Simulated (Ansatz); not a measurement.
Born–Oppenheimer molecular dynamics of a periodic cell of 16 atoms, C (start crystal C, start structure Fd-3m, volume 1.15 times the crystal's). It starts from a structure without forces on its atoms.

Method: DFT PBE-D3(BJ), scalar-relativistic, plane waves, PAW (Ansatz). Settings: accuracy low, cutoff 420 eV, k mesh 3x3x3, fermi-dirac smearing 0.3 eV, no spin polarisation.

```
ensemble        : NVT, Langevin thermostat
time step       : 1.12 fs
steps asked     : 180
set temperature : 3500 K
friction        : 0.02 /fs
seed            : 85254
```

Frames 1.12 fs apart, positions in Å, forces in eV/Å.

Velocities at 44.8 fs (Å/ps):

```
C 19.86 4.78 22.16
C -6.84 9.05 -8.06
C 16.66 17.74 32.86
C 5.75 4.39 1.10
C 2.03 21.26 19.43
C 3.78 1.99 4.02
C 5.36 -8.75 9.89
C -12.20 -3.32 6.10
C 11.05 -7.48 -6.28
C 10.58 11.66 -23.40
C -11.28 -1.15 -4.33
C -3.52 -27.36 -7.89
C 13.46 -24.74 -18.03
C 4.61 6.52 -7.90
C -7.33 -2.46 18.12
C -22.53 -4.79 1.86
```

```xyz
16
Lattice="0.0000 3.7368 3.7368 3.7368 0.0000 3.7368 3.7368 3.7368 0.0000" Properties=species:S:1:pos:R:3:forces:R:3 time_fs=44.8 energy_less_start_eV=2.825 T=2482
C 0.031 0.179 0.003 -0.26 -4.30 0.24
C 0.943 0.954 0.963 2.81 1.91 0.02
C 2.012 1.973 0.115 -2.32 -1.10 -2.97
C 2.818 2.918 0.935 1.87 -0.11 2.76
C 2.041 0.055 1.907 -3.04 -1.10 -0.47
C 2.909 0.905 2.754 -0.15 5.06 1.72
C 3.838 1.946 1.901 0.16 0.26 0.35
C 4.861 2.851 2.853 -2.75 1.00 0.24
C 0.094 1.878 1.826 -2.60 1.81 2.18
C 0.946 2.842 2.797 -0.39 -0.10 1.71
C 1.796 3.776 1.969 4.87 1.52 -1.48
C 2.844 4.789 2.855 1.56 -2.06 0.26
C 1.796 1.972 3.840 4.45 0.57 -2.07
C 2.856 2.926 4.702 1.41 -1.87 -1.81
C 3.845 3.844 3.752 -0.33 -0.51 0.39
C 4.841 4.783 4.771 -5.30 -0.97 -1.08
16
Lattice="0.0000 3.7368 3.7368 3.7368 0.0000 3.7368 3.7368 3.7368 0.0000" Properties=species:S:1:pos:R:3:forces:R:3 time_fs=45.9 energy_less_start_eV=2.890 T=2647
C 0.055 0.184 0.025 -1.05 -4.48 -0.93
C 0.938 0.963 0.951 3.71 2.11 0.95
C 2.029 1.990 0.150 -2.99 -1.97 -4.58
C 2.827 2.925 0.940 2.03 0.06 3.02
C 2.043 0.080 1.925 -3.17 -2.35 -1.33
C 2.916 0.911 2.758 -0.18 4.97 2.40
C 3.841 1.935 1.913 0.12 0.76 0.23
C 4.843 2.848 2.858 -1.78 1.23 0.62
C 0.104 1.873 1.819 -3.05 2.05 2.25
C 0.954 2.854 2.769 -0.54 -1.06 2.66
C 1.786 3.777 1.962 5.31 1.72 -1.47
C 2.845 4.758 2.848 1.42 -0.86 0.75
C 1.814 1.946 3.819 3.91 1.16 -1.73
C 2.863 2.931 4.691 0.86 -2.00 -1.03
C 3.838 3.839 3.775 -0.43 -0.64 -0.42
C 4.811 4.776 4.770 -4.17 -0.71 -1.41
16
Lattice="0.0000 3.7368 3.7368 3.7368 0.0000 3.7368 3.7368 3.7368 0.0000" Properties=species:S:1:pos:R:3:forces:R:3 time_fs=47.0 energy_less_start_eV=3.036 T=2817
C 0.079 0.190 0.042 -1.79 -4.77 -1.93
C 0.938 0.974 0.937 4.46 2.36 2.01
C 2.040 2.001 0.182 -3.34 -2.48 -5.79
C 2.840 2.932 0.952 1.87 0.08 2.93
C 2.040 0.103 1.938 -3.02 -3.27 -1.91
C 2.924 0.923 2.766 -0.57 4.54 2.79
C 3.838 1.921 1.925 0.15 1.38 0.07
C 4.821 2.847 2.863 -0.74 1.31 0.88
C 0.111 1.867 1.816 -3.30 2.22 2.16
C 0.957 2.864 2.741 -0.44 -1.79 3.42
C 1.781 3.780 1.948 5.48 1.79 -1.26
C 2.853 4.728 2.844 1.11 0.20 1.00
C 1.834 1.922 3.795 3.18 1.64 -1.28
C 2.877 2.936 4.676 0.03 -2.30 -0.08
C 3.833 3.827 3.799 -0.54 -0.52 -1.36
C 4.770 4.765 4.765 -2.54 -0.37 -1.63
16
Lattice="0.0000 3.7368 3.7368 3.7368 0.0000 3.7368 3.7368 3.7368 0.0000" Properties=species:S:1:pos:R:3:forces:R:3 time_fs=48.2 energy_less_start_eV=3.270 T=3010
C 0.101 0.197 0.055 -2.42 -5.07 -2.72
C 0.944 0.986 0.924 4.96 2.47 2.93
C 2.045 2.007 0.209 -3.42 -2.68 -6.63
C 2.852 2.939 0.966 1.60 -0.02 2.57
C 2.032 0.122 1.949 -2.68 -3.90 -2.30
C 2.930 0.940 2.774 -1.04 3.82 3.00
C 3.836 1.907 1.935 0.12 2.03 -0.09
C 4.798 2.845 2.868 0.26 1.29 1.00
C 0.117 1.860 1.820 -3.45 2.37 1.92
C 0.955 2.871 2.719 0.00 -2.17 3.88
C 1.785 3.779 1.927 5.15 1.79 -0.82
C 2.865 4.699 2.838 0.63 1.08 1.09
C 1.857 1.899 3.767 2.28 2.09 -0.73
C 2.893 2.939 4.661 -0.97 -2.75 0.92
C 3.826 3.812 3.821 -0.56 -0.31 -2.38
C 4.721 4.751 4.755 -0.46 -0.04 -1.64
16
Lattice="0.0000 3.7368 3.7368 3.7368 0.0000 3.7368 3.7368 3.7368 0.0000" Properties=species:S:1:pos:R:3:forces:R:3 time_fs=49.3 energy_less_start_eV=3.606 T=2595
C 0.121 0.203 0.063 -2.88 -5.35 -3.21
C 0.954 0.997 0.915 5.12 2.45 3.65
C 2.048 2.004 0.234 -3.32 -2.56 -7.16
C 2.859 2.943 0.985 1.36 -0.15 1.94
C 2.023 0.137 1.956 -2.37 -4.28 -2.49
C 2.934 0.957 2.780 -1.38 3.01 3.08
C 3.835 1.896 1.943 -0.06 2.50 -0.22
C 4.774 2.841 2.873 1.23 1.31 1.03
C 0.121 1.856 1.826 -3.42 2.37 1.60
C 0.949 2.873 2.702 0.71 -2.14 4.03
C 1.797 3.778 1.904 4.33 1.56 -0.17
C 2.882 4.670 2.833 0.04 1.85 1.05
C 1.885 1.877 3.740 1.21 2.56 -0.20
C 2.905 2.938 4.647 -1.88 -3.22 1.79
C 3.817 3.800 3.836 -0.55 -0.27 -3.31
C 4.667 4.734 4.741 1.87 0.36 -1.40
16
Lattice="0.0000 3.7368 3.7368 3.7368 0.0000 3.7368 3.7368 3.7368 0.0000" Properties=species:S:1:pos:R:3:forces:R:3 time_fs=50.4 energy_less_start_eV=3.947 T=2192
C 0.138 0.207 0.067 -3.11 -5.48 -3.41
C 0.971 1.005 0.909 4.78 2.33 4.20
C 2.049 1.996 0.253 -3.07 -2.21 -7.34
C 2.866 2.945 1.006 1.16 -0.30 1.11
C 2.013 0.142 1.955 -1.97 -4.24 -2.36
C 2.936 0.973 2.788 -1.60 2.13 2.88
C 3.838 1.893 1.949 -0.42 2.62 -0.33
C 4.750 2.836 2.881 2.13 1.30 0.88
C 0.121 1.858 1.833 -3.17 2.11 1.20
C 0.945 2.869 2.692 1.42 -1.74 3.97
C 1.812 3.783 1.881 3.32 0.99 0.60
C 2.898 4.642 2.829 -0.53 2.70 0.82
C 1.914 1.861 3.721 0.17 2.96 0.11
C 2.911 2.937 4.632 -2.57 -3.70 2.58
C 3.808 3.793 3.842 -0.58 -0.46 -4.03
C 4.617 4.715 4.726 4.03 0.99 -0.87
16
Lattice="0.0000 3.7368 3.7368 3.7368 0.0000 3.7368 3.7368 3.7368 0.0000" Properties=species:S:1:pos:R:3:forces:R:3 time_fs=51.5 energy_less_start_eV=4.220 T=2156
C 0.153 0.204 0.069 -3.15 -5.21 -3.35
C 0.994 1.015 0.903 3.98 1.85 4.53
C 2.046 1.986 0.263 -2.53 -1.58 -7.15
C 2.877 2.948 1.029 0.84 -0.64 0.08
C 2.002 0.140 1.946 -1.53 -3.78 -1.98
C 2.936 0.991 2.799 -1.64 1.02 2.37
C 3.840 1.896 1.956 -0.73 2.48 -0.51
C 4.729 2.832 2.888 2.95 1.26 0.63
C 0.117 1.861 1.844 -2.73 1.70 0.66
C 0.941 2.861 2.683 2.03 -1.12 3.90
C 1.830 3.792 1.861 2.33 0.28 1.33
C 2.913 4.614 2.831 -1.13 3.63 0.41
C 1.942 1.854 3.701 -0.80 3.18 0.41
C 2.909 2.934 4.615 -3.00 -4.04 3.35
C 3.799 3.790 3.847 -0.65 -0.91 -4.63
C 4.576 4.697 4.710 5.77 1.87 -0.05
16
Lattice="0.0000 3.7368 3.7368 3.7368 0.0000 3.7368 3.7368 3.7368 0.0000" Properties=species:S:1:pos:R:3:forces:R:3 time_fs=52.6 energy_less_start_eV=4.479 T=2123
C 0.164 0.193 0.067 -2.90 -4.53 -2.94
C 1.019 1.026 0.900 2.77 0.91 4.63
C 2.039 1.974 0.265 -1.82 -0.85 -6.76
C 2.889 2.950 1.051 0.49 -0.94 -1.00
C 1.991 0.131 1.939 -1.09 -3.11 -1.60
C 2.934 1.016 2.815 -1.51 -0.47 1.56
C 3.839 1.901 1.966 -0.88 2.20 -0.82
C 4.709 2.824 2.898 3.68 1.31 0.32
C 0.112 1.864 1.857 -2.25 1.27 0.03
C 0.939 2.851 2.674 2.46 -0.45 3.89
C 1.849 3.803 1.843 1.45 -0.40 1.92
C 2.927 4.591 2.838 -1.72 4.45 -0.12
C 1.971 1.853 3.677 -1.81 3.43 0.95
C 2.903 2.926 4.598 -3.14 -4.08 3.95
C 3.792 3.786 3.846 -0.76 -1.48 -4.86
C 4.544 4.678 4.697 7.03 2.74 0.84
16
Lattice="0.0000 3.7368 3.7368 3.7368 0.0000 3.7368 3.7368 3.7368 0.0000" Properties=species:S:1:pos:R:3:forces:R:3 time_fs=53.8 energy_less_start_eV=4.751 T=2126
C 0.168 0.179 0.061 -2.35 -3.67 -2.28
C 1.047 1.036 0.901 1.24 -0.36 4.51
C 2.031 1.962 0.258 -1.06 -0.19 -6.20
C 2.900 2.945 1.071 0.25 -0.94 -1.97
C 1.976 0.117 1.933 -0.57 -2.32 -1.29
C 2.935 1.044 2.834 -1.24 -2.19 0.54
C 3.837 1.912 1.977 -1.03 1.71 -1.22
C 4.691 2.813 2.913 4.31 1.48 -0.12
C 0.106 1.867 1.867 -1.75 0.86 -0.50
C 0.939 2.840 2.666 2.72 0.27 3.93
C 1.869 3.814 1.830 0.62 -1.03 2.25
C 2.941 4.572 2.842 -2.32 5.11 -0.68
C 1.996 1.856 3.658 -2.89 3.72 1.55
C 2.892 2.912 4.583 -3.08 -3.87 4.45
C 3.783 3.779 3.840 -0.76 -1.90 -4.62
C 4.518 4.665 4.686 7.91 3.32 1.65
16
Lattice="0.0000 3.7368 3.7368 3.7368 0.0000 3.7368 3.7368 3.7368 0.0000" Properties=species:S:1:pos:R:3:forces:R:3 time_fs=54.9 energy_less_start_eV=5.060 T=1820
C 0.170 0.164 0.051 -1.80 -2.91 -1.60
C 1.076 1.042 0.904 -0.39 -1.59 4.26
C 2.022 1.951 0.242 -0.36 0.33 -5.47
C 2.905 2.930 1.090 0.18 -0.58 -2.82
C 1.958 0.101 1.928 0.03 -1.56 -1.01
C 2.937 1.070 2.853 -0.81 -3.79 -0.46
C 3.836 1.925 1.988 -1.21 1.05 -1.55
C 4.681 2.801 2.932 4.69 1.74 -0.67
C 0.093 1.869 1.874 -1.08 0.55 -0.97
C 0.940 2.828 2.657 2.79 0.93 4.10
C 1.889 3.825 1.823 -0.15 -1.65 2.29
C 2.951 4.558 2.841 -2.82 5.59 -1.12
C 2.018 1.859 3.643 -3.95 4.00 2.13
C 2.881 2.896 4.573 -2.94 -3.51 4.71
C 3.773 3.773 3.832 -0.63 -2.23 -4.06
C 4.498 4.656 4.677 8.45 3.65 2.24
16
Lattice="0.0000 3.7368 3.7368 3.7368 0.0000 3.7368 3.7368 3.7368 0.0000" Properties=species:S:1:pos:R:3:forces:R:3 time_fs=56.0 energy_less_start_eV=5.310 T=1694
C 0.171 0.149 0.035 -1.34 -2.30 -0.84
C 1.106 1.045 0.907 -2.00 -2.66 3.96
C 2.010 1.943 0.221 0.39 0.75 -4.60
C 2.908 2.915 1.107 0.28 -0.23 -3.61
C 1.939 0.083 1.923 0.64 -0.94 -0.77
C 2.940 1.089 2.871 -0.25 -5.07 -1.36
C 3.838 1.934 1.999 -1.38 0.47 -1.85
C 4.680 2.787 2.953 4.67 2.06 -1.25
C 0.076 1.870 1.881 -0.31 0.32 -1.39
C 0.943 2.816 2.646 2.74 1.48 4.37
C 1.912 3.833 1.821 -0.86 -2.10 2.16
C 2.958 4.551 2.840 -3.17 5.79 -1.41
C 2.033 1.865 3.630 -4.87 4.15 2.75
C 2.871 2.879 4.576 -2.72 -2.98 4.55
C 3.764 3.769 3.824 -0.40 -2.48 -3.20
C 4.489 4.650 4.673 8.58 3.74 2.50
16
Lattice="0.0000 3.7368 3.7368 3.7368 0.0000 3.7368 3.7368 3.7368 0.0000" Properties=species:S:1:pos:R:3:forces:R:3 time_fs=57.1 energy_less_start_eV=5.430 T=1773
C 0.169 0.132 0.015 -0.92 -1.75 -0.02
C 1.132 1.049 0.909 -3.41 -3.60 3.63
C 1.995 1.936 0.193 1.24 1.04 -3.59
C 2.909 2.902 1.123 0.38 0.01 -4.30
C 1.922 0.065 1.917 1.18 -0.42 -0.57
C 2.944 1.101 2.887 0.00 -5.87 -1.91
C 3.837 1.938 2.015 -1.30 0.06 -2.29
C 4.685 2.771 2.972 4.28 2.40 -1.86
C 0.060 1.875 1.881 0.35 0.00 -1.61
C 0.949 2.801 2.638 2.62 2.05 4.58
C 1.934 3.836 1.823 -1.47 -2.37 1.88
C 2.964 4.548 2.838 -3.44 5.87 -1.64
C 2.041 1.880 3.620 -5.43 3.78 3.17
C 2.861 2.862 4.587 -2.39 -2.25 4.09
C 3.756 3.765 3.813 0.07 -2.50 -1.99
C 4.490 4.648 4.674 8.25 3.54 2.42
```

Of the whole run (202 fs, mean temperature of the second half 3328 K): A run of 0.2 ps of so small a system gives no equilibrium averages. Limits of this set-up: low accuracy level.

Run time: 8 min on 1 thread of Intel(R) Xeon(R) 6975P-C (Granite Rapids), on a shared host, peak memory 0.45 GiB.
